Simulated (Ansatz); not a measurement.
## Nb under changes of volume

One of the cells (18.428 Å³/atom); the others are scaled copies at fixed shape and fractional positions:

```
Nb
1.0
    -1.66395    1.66395    1.66395
     1.66395   -1.66395    1.66395
     1.66395    1.66395   -1.66395
Nb
1
Cartesian
  0.0000 0.0000 0.0000
```

```yaml
Program: Ansatz 0.2.0
Functional: PBE0
Potentials_or_basis: Ansatz PAW
Cutoff: "420 eV (not typed: the program's choice for these potentials)"
k_mesh: 6 × 6 × 6
Occupations: fermi-dirac, width 0.05 eV
Spin: no spin polarisation
```

```csv
volume (Å³/atom),energy over the lowest point (meV/atom),pressure (GPa)
17.322,0.00,1.0
17.691,?,?
18.060,12.33,-6.1
18.428,30.04,-9.3
18.797,54.90,-12.3
19.165,86.22,-14.9
19.534,123.34,-17.3
```

Problem. What does the run at 17.691 Å³/atom give?

Solution. Energy over the lowest point 2.53 meV/atom; pressure -2.5 GPa.

Worked out: A Birch-Murnaghan fit of order 3 (a polynomial in V^(-2/3)) to the other rows has its minimum at 17.42 Å³/atom with B0 = V·E''(V) = 180 GPa and B' = 2.9. It gives 2.02 meV/atom at 17.691 Å³/atom, against the run's 2.53, and -dE/dV = -2.7 GPa, against -2.5.

Energies are extrapolated to zero smearing.

Caveats: all runs use coarse meshes; the PAW data sets come from PBE, with cores solved anew for the run's functional, which leaves a small shift of forces and pressure; the thresholds are loose for stress.
